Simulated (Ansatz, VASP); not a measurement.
# W: VASP beside Ansatz

```
W
1.0
     0.01192    2.00823    2.03186
     2.02971    0.01106    2.03272
     2.05415    2.03352   -0.01337
W
1
Direct
  0.99325 0.99126 0.01410
```

Change from the starting cell: cell strained at random at fixed volume.

Alike in both runs: task single point; functional PBE; k mesh 11 × 11 × 11; occupations fermi-dirac, width 0.05 eV; no spin polarisation.

|  | VASP | Ansatz |
| --- | --- | --- |
| version | VASP 6.6.1 | Ansatz 0.2.0 |
| potentials or method | VASP PAW PBE potentials, release 64 (W_sv) | Ansatz PAW |
| plane-wave cutoff (eV) | 520 | 420 |
| valence electrons in the cell | 14 | 14 |

|  | VASP | Ansatz | Ansatz less VASP |
| --- | --- | --- | --- |
| gap on the k mesh at the Fermi level (eV) | none | none | - |
| pressure (GPa) | -4.4 | -4.8 | -0.40 |
| largest component of the traceless stress (GPa) | 2.44 | 2.42 | -0.021 |

A gap of «none» marks a metal or a gap that the smearing closes.

Spin-orbit coupling is left out, which matters for the levels of W.
